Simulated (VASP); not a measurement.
# NbP (I4_1md) in VASP: a series of runs

Runs on NbP. Level: LDA. Tasks: relaxation of cell and atoms.

Everything below comes from runs of VASP 6.6.1. Logs are shortened: lines on timing, memory, paths and dates and some standing lists are left out, and cuts for length are marked.

## 1. The crystal as given

Symmetry: I4_1md, No. 109, tetragonal system. The conventional cell has a = 3.350 Å, b = 3.350 Å, c = 11.480 Å, α = 90.00°, β = 90.00°, γ = 90.00°. Around Nb (site symmetry 2mm) lie 6 P at 2.55 Å. Around P (site symmetry 2mm) lie 6 Nb at 2.55 Å.

The cell is a database's computed one.

## 2. Relaxation of cell and atoms, LDA

The input, INCAR:

```
  PREC = Accurate
  ENCUT = 350
  EDIFF = 1E-7
  ISMEAR = 0
  SIGMA = 0.1
  LREAL = F
  LASPH = T
  NELM = 80
  ALGO = Normal
  ISIF = 3
  LWAVE = F
  LCHARG = F
  IBRION = 2
  NSW = 80
  EDIFFG = -0.002
```

The input, KPOINTS:

```
regular mesh
0
Gamma
  10 10 10
```

The input, POSCAR:

```
NbP
1.0
   -1.6749232500      1.6749232500      5.7401081800
    1.6749232500     -1.6749232500      5.7401081800
    1.6749232500      1.6749232500     -5.7401081800
Nb P
2 2
Direct
    0.7498808000      0.7498808000      0.0000000000
    0.4998808000      0.9998808000      0.5000000000
    0.3327477700      0.3327477700      0.0000000000
    0.0827477800      0.5827477800      0.5000000000
```

Potentials or basis: VASP PAW LDA potentials, release 64 (Nb_sv, P).

The run is started by

```console
$ cat potpaw_LDA.64/Nb_sv/POTCAR potpaw_LDA.64/P/POTCAR > POTCAR
$ mpirun -np 1 vasp_std > vasp.out
```

OUTCAR:

```text
PREC = Accurate
   ENCUT = 350
   EDIFF = 1E-7
   ISMEAR = 0
   LREAL = F
   LASPH = T
   NELM = 80
   ISIF = 3
   IBRION = 2
   NSW = 80
   EDIFFG = -0.002

 ion  position               nearest neighbor table
   1  0.750  0.750  0.000-   4 2.55   4 2.55   3 2.55   3 2.55   3 2.55   3 2.55
   2  0.500  1.000  0.500-   3 2.55   3 2.55   4 2.55   4 2.55   4 2.55   4 2.55
   3  0.333  0.333  0.000-   2 2.55   2 2.55   1 2.55   1 2.55   1 2.55   1 2.55
   4  0.083  0.583  0.500-   1 2.55   1 2.55   2 2.55   2 2.55   2 2.55   2 2.55

  LATTYP: Found a body centered tetragonal cell.
 ALAT       =     3.3498465000
 C/A-ratio  =     3.4270872889

  Lattice vectors:

 A1 = (  -1.6749232500,   1.6749232500,   5.7401081800)
 A2 = (   1.6749232500,  -1.6749232500,   5.7401081800)
 A3 = (   1.6749232500,   1.6749232500,  -5.7401081800)

Analysis of symmetry for initial positions (statically):
=====================================================================
 Subroutine PRICEL returns:
 Original cell was already a primitive cell.

 Routine SETGRP: Setting up the symmetry group for a
 body centered tetragonal supercell.

 Subroutine GETGRP returns: Found  8 space group operations
 (whereof  4 operations were pure point group operations)
 out of a pool of 16 trial point group operations.

The static configuration has the point symmetry C_2v.
 The point group associated with its full space group is C_4v.

Analysis of symmetry for dynamics (positions and initial velocities):
=====================================================================
 Subroutine PRICEL returns:
 Original cell was already a primitive cell.

 Routine SETGRP: Setting up the symmetry group for a
 body centered tetragonal supercell.

 Subroutine GETGRP returns: Found  8 space group operations
 (whereof  4 operations were pure point group operations)
 out of a pool of 16 trial point group operations.

The dynamic configuration has the point symmetry C_2v.
 The point group associated with its full space group is C_4v.

 Subroutine INISYM returns: Found  8 space group operations
 (whereof  4 operations are pure point group operations),
 and found     1 'primitive' translations

----------------------------------------------------------------------------------------

                                     Primitive cell

  volume of cell :      64.4125

  direct lattice vectors                    reciprocal lattice vectors
    -1.674923250  1.674923250  5.740108180     0.000000000  0.298521141  0.087106372
     1.674923250 -1.674923250  5.740108180     0.298521141  0.000000000  0.087106372
     1.674923250  1.674923250 -5.740108180     0.298521141  0.298521141  0.000000000

  length of vectors
     6.209635875  6.209635875  6.209635875     0.310970082  0.310970082  0.422172647

  position of ions in fractional coordinates (direct lattice)
     0.749880800  0.749880800  0.000000000
     0.499880800  0.999880800  0.500000000
     0.332747770  0.332747770  0.000000000
     0.082747780  0.582747780  0.500000000

  ion indices of the primitive-cell ions
   primitive index   ion index
                 1           1
                 2           2
                 3           3
                 4           4

----------------------------------------------------------------------------------------

 KPOINTS: regular mesh

Automatic generation of k-mesh.
 Grid dimensions read from file:
 generate k-points for:   10   10   10

 Generating k-lattice:

  Cartesian coordinates                     Fractional coordinates (reciprocal lattice)
     0.000000000  0.029852114  0.008710637     0.100000000  0.000000000  0.000000000
     0.029852114  0.000000000  0.008710637     0.000000000  0.100000000  0.000000000
     0.029852114  0.029852114  0.000000000     0.000000000  0.000000000  0.100000000

  Length of vectors
     0.031097008  0.031097008  0.042217265

  Shift w.r.t. Gamma in fractional coordinates (k-lattice)
     0.000000000  0.000000000  0.000000000

 Subroutine IBZKPT returns following result:
 ===========================================

 Found    102 irreducible k-points:

 Following reciprocal coordinates:
            Coordinates               Weight
  0.000000  0.000000  0.000000      1.000000
  0.100000  0.000000 -0.000000      8.000000
  0.200000  0.000000 -0.000000      8.000000
  0.300000  0.000000 -0.000000      8.000000
  0.400000  0.000000 -0.000000      8.000000
  0.500000  0.000000 -0.000000      4.000000
[... 16 lines left out ...]
  0.300000  0.300000  0.000000      8.000000
  0.400000  0.300000 -0.000000     16.000000
 [... further k-points ...]
   k-points           NKPTS =    102   k-points in BZ     NKDIM =    102   number of bands    NBANDS=     22
   number of dos      NEDOS =    301   number of ions     NIONS =      4
   total plane-waves  NPLWV =  64000
   dimension x,y,z NGX =    40 NGY =   40 NGZ =   40
   dimension x,y,z NGXF=    80 NGYF=   80 NGZF=   80
   ions per type =               2   2
   NGX,Y,Z   is equivalent  to a cutoff of  10.71, 10.71, 10.71 a.u.
   NGXF,Y,Z  is equivalent  to a cutoff of  21.42, 21.42, 21.42 a.u.
 SYSTEM =  unknown system
   PREC   = accura    normal or accurate (medium, high low for compatibility)
   ISTART =      0    job   : 0-new  1-cont  2-samecut
   ICHARG =      2    charge: 1-file 2-atom 10-const
   ISPIN  =      1    spin polarized calculation?
   LNONCOLLINEAR =      F non collinear calculations
   LSORBIT =      F    spin-orbit coupling
   LASPH  =      T    aspherical Exc in radial PAW
   ENCUT  =  350.0 eV  25.72 Ry    5.07 a.u.   9.47  9.47  9.47*2*pi/ulx,y,z
   NELM   =     80;   NELMIN=  2; NELMDL= -5     # of ELM steps
   EDIFF  = 0.1E-06   stopping-criterion for ELM
   LREAL  =      F    real-space projection
   EDIFFG = -.2E-02   stopping-criterion for IOM
   NSW    =     80    number of steps for IOM
   IBRION =      2    ionic relax: 0-MD 1-quasi-New 2-CG
   NFREE  =      1    steps in history (QN), initial steepest desc. (CG)
   ISIF   =      3    stress and relaxation
   ISYM   =      2    0-nonsym 1-usesym 2-fastsym
   POTIM  = 0.5000    time-step for ionic-motion
   TEBEG  =    0.0;   TEEND  =   0.0 temperature during run
   PSTRESS=    0.0 pullay stress
   NELECT =      36.0000    total number of electrons
   NUPDOWN=      -1.0000    fix difference up-down
   EMIN   =  10.00;   EMAX   =-10.00  energy-range for DOS
   EFERMI =   0.00;   METHOD = LEGACY
   ISMEAR =     0;   SIGMA  =   0.10  broadening in eV -4-tet -1-fermi 0-gaus
   EFERMI_NEDOS =   21; number of points for ismear=-14 and -15
   IALGO  =     38    algorithm
   IMIX   =      4    mixing-type and parameters
     AMIX     =   0.40;   BMIX     =  1.00
     AMIX_MAG =   1.60;   BMIX_MAG =  1.00
  volume/ion in A,a.u.               =      16.10       108.67
  Fermi-wavevector in a.u.,A,eV,Ry     =   1.348504  2.548304 24.741706  1.818464
  Thomas-Fermi vector in A             =   2.476168
   LORBIT       =      0    0 simple, 1 ext, 2 COOP (PROOUT), +10 PAW based schemes
   GGA     = CA    functional components
   LHFCALC =     F    Hartree Fock is set to
   AEXX    =    0.0000 exact exchange contribution
   IVDW    =     0    specifies the selected vdW correction
   LEPSILON=     F    determine dielectric tensor
   LRPA    =     F    only Hartree local field effects (RPA)
 conjugate gradient relaxation of ions
 non-spin polarized calculation
 Gauss-broadening in eV      SIGMA  =   0.10
  energy-cutoff  :      350.00
  volume of cell :       64.41
 maximum number of plane-waves:       975
 NGX is ok and might be reduce to    40
   NGX = 19   NGY = 19   NGZ = 19

--------------------------------------- Ionic step        1  -------------------------------------------

 number of electron      35.9999998 magnetization

 Free energy of the ion-electron system (eV)
  ---------------------------------------------------
  ext. energy  EPLUGINS =         0.00000000
  ---------------------------------------------------
  free energy    TOTEN  =       -38.93282039 eV

  energy without entropy =      -38.92886551  energy(sigma->0) =      -38.93084295

------------------------ aborting loop because EDIFF is reached ----------------------------------------

  FORCE on cell =-STRESS in cart. coord.  units (eV):
  Direction    XX          YY          ZZ          XY          YZ          ZX
  --------------------------------------------------------------------------------------
  -------------------------------------------------------------------------------------
  Total       -3.9705410     -3.9705410     -3.8165128      0.0000000      0.0000000      0.0000000
  in kB      -98.7621145    -98.7621145    -94.9308596      0.0000000      0.0000000      0.0000000
  external PRESSURE =     -97.4850295 kB  Pullay stress =       0.0000000 kB
[... 95 lines left out ...]
  FREE ENERGIE OF THE ION-ELECTRON SYSTEM (eV)
  ---------------------------------------------------
  free  energy   TOTEN  =       -39.0337033451 eV

  energy  without entropy=      -39.0298077964  energy(sigma->0) =      -39.03175557

[... ionic steps 4 to 10 ...]

--------------------------------------- Ionic step       11  -------------------------------------------

 number of electron      36.0000004 magnetization

------------------------ aborting loop because EDIFF is reached ----------------------------------------

  FORCE on cell =-STRESS in cart. coord.  units (eV):
  Direction    XX          YY          ZZ          XY          YZ          ZX
  --------------------------------------------------------------------------------------
  -------------------------------------------------------------------------------------
  Total        0.0023631      0.0023631     -0.0138260      0.0000000      0.0000000      0.0000000
  in kB        0.0618875      0.0618875     -0.3620938      0.0000000      0.0000000      0.0000000
  external PRESSURE =      -0.0794396 kB  Pullay stress =       0.0000000 kB
[... 61 lines left out ...]
  energy  without entropy=      -39.0312180074  energy(sigma->0) =      -39.03328817

--------------------------------------- Ionic step       13  -------------------------------------------

 number of electron      36.0000004 magnetization

 Free energy of the ion-electron system (eV)
  ---------------------------------------------------
  ext. energy  EPLUGINS =         0.00000000
  ---------------------------------------------------
  free energy    TOTEN  =       -39.03535913 eV

  energy without entropy =      -39.03121626  energy(sigma->0) =      -39.03328769

 E-fermi :  11.1217     XC(G=0): -12.4028

 val. band max:       11.1135482738   @ k =  -0.1000   0.4000   0.1000
 cond. band min:      11.1318597204   @ k =  -0.2000   0.3000   0.2000
 fundamental gap:      0.0183114465
 Fermi energy:        11.1216855310

 k-point     1 :       0.0000    0.0000    0.0000
  band No.  band energies     occupation
      1     -43.3454      2.00000
      2     -43.2949      2.00000
      3     -19.8681      2.00000
      4     -19.6067      2.00000
      5     -19.6067      2.00000
      6     -19.4441      2.00000
[... 574 lines left out ...]
      6     -19.6350      2.00000
[... 14 lines left out ...]
     21      14.1881      0.00000
     22      14.4385      0.00000

 [... further k-points ...]

------------------------ aborting loop because EDIFF is reached ----------------------------------------

  FORCE on cell =-STRESS in cart. coord.  units (eV):
  Direction    XX          YY          ZZ          XY          YZ          ZX
  --------------------------------------------------------------------------------------
  -------------------------------------------------------------------------------------
  Total        0.0043585      0.0043585     -0.0042954      0.0000000      0.0000000      0.0000000
  in kB        0.1141595      0.1141595     -0.1125066      0.0000000      0.0000000      0.0000000
  external PRESSURE =       0.0386041 kB  Pullay stress =       0.0000000 kB
[... 19 lines left out ...]
  FREE ENERGIE OF THE ION-ELECTRON SYSTEM (eV)
  ---------------------------------------------------
  free  energy   TOTEN  =       -39.0353591263 eV

  energy  without entropy=      -39.0312162632  energy(sigma->0) =      -39.03328769

 reached required accuracy - stopping structural energy minimisation
```

Run time: 9.6 min. Hardware: 1 thread of Intel Xeon 6975P-C (Granite Rapids), shared host; peak memory 0.24 GiB.

What came out:

```yaml
Free_energy: -39.0354 eV
Relaxed_volume: 15.29 Å³/atom
Relaxed_cell: a = 6.080 Å, b = 6.080 Å, c = 6.080 Å, α = 148.50°, β = 148.50°, γ = 45.15°
Space_group_after_relaxing_to_0.05_Å: I4_1md (No. 109)
Energy_gained_by_relaxing: 25.6 meV/atom
Ionic_steps: 13
Pressure_after_relaxing: 0.0 GPa
Band_gap_on_the_k_mesh: none (metal or under the smearing width)
```

The path:
```tsv
step	energy change (eV)	largest force (eV/Å)	pressure (GPa)	volume (Å³)
1	0.0000	0.0116	-9.75	64.41
2	0.2924	0.0300	24.68	55.70
3	-0.1009	0.0192	-0.35	61.33
4	-0.1010	0.0194	-0.05	61.24
5	-0.1010	0.0196	0.17	61.18
6	-0.1022	0.0382	0.19	61.14
7	-0.1023	0.0458	0.20	61.12
8	-0.1024	0.0069	-0.36	61.27
9	-0.1025	0.0144	-0.13	61.21
10	-0.1025	0.0119	0.09	61.15
11	-0.1025	0.0002	-0.01	61.18
12	-0.1025	0.0007	-0.01	61.18
13	-0.1025	0.0011	0.00	61.17
```

Final structure:
```
CELL_PARAMETERS angstrom
-1.65047 1.65047 5.61385
1.65047 -1.65047 5.61385
1.65047 1.65047 -5.61385
ATOMIC_POSITIONS crystal
Nb 0.75017 0.75017 0.00000
Nb 0.50017 0.00017 0.50000
P 0.33246 0.33246 0.00000
P 0.08246 0.58246 0.50000
```

Caveat: the cutoff is under 1.25 times the usual one of these potentials, so pressure, stress and relaxed cells hold a basis-set (Pulay) error.

## 3. Relaxation of cell and atoms, LDA

This run uses another cell than the first one, of 15.29 Å³/atom, 0.950 times its volume.

INCAR is that of step 2.

KPOINTS is that of step 2.

The input, POSCAR:

```
NbP                                     
1.0
   -1.6504674879      1.6504674879      5.6138498082
    1.6504674879     -1.6504674879      5.6138498082
    1.6504674879      1.6504674879     -5.6138498082
  Nb              P             
     2     2
Direct
     0.7501677104177493    0.7501677104177493    0.0000000000000000
     0.5001677104177493    0.0001677104177493    0.5000000000000000
     0.3324608595822480    0.3324608595822480    0.0000000000000000
     0.0824608695822488    0.5824608695822486    0.5000000000000000
```

Potentials or basis: VASP PAW LDA potentials, release 64 (Nb_sv, P).

The run is started by

```console
$ cat potpaw_LDA.64/Nb_sv/POTCAR potpaw_LDA.64/P/POTCAR > POTCAR
$ mpirun -np 1 vasp_std > vasp.out
```

Run time: 90 s. Hardware: 1 thread of Intel Xeon 6975P-C (Granite Rapids), shared host; peak memory 0.23 GiB.

Results (log left out):

```yaml
Free_energy: -39.0241 eV
Energy_gained_by_relaxing: 0.0 meV/atom
Ionic_steps: 2
Pressure_after_relaxing: 0.0 GPa
Band_gap_on_the_k_mesh: none (metal or under the smearing width)
```

Final structure:
```
Nb P
1.0
    -1.65050    1.65050    5.61329
     1.65050   -1.65050    5.61329
     1.65050    1.65050   -5.61329
Nb P
2 2
Direct
  0.75017 0.75017 0.00000
  0.50017 0.00017 0.50000
  0.33245 0.33245 0.00000
  0.08245 0.58245 0.50000
```

Levels at points of the mesh, in eV from the Fermi level:
```tsv
k point	band 16	band 17	band 18	band 19	band 20	band 21
(0.00, 0.00, 0.00)	-1.80	-1.37	-1.37	0.83	1.69	2.85
(0.50, 0.00, 0.00)	-1.86	-1.61	-0.06	0.04	1.38	2.63
(0.50, 0.50, 0.00)	-2.85	-0.42	-0.42	3.15	3.15	3.28
(0.50, 0.50, 0.50)	-2.81	-0.45	-0.45	1.23	1.23	2.48
```

Caveat: the cutoff is under 1.25 times the usual one of these potentials, so pressure, stress and relaxed cells hold a basis-set (Pulay) error.
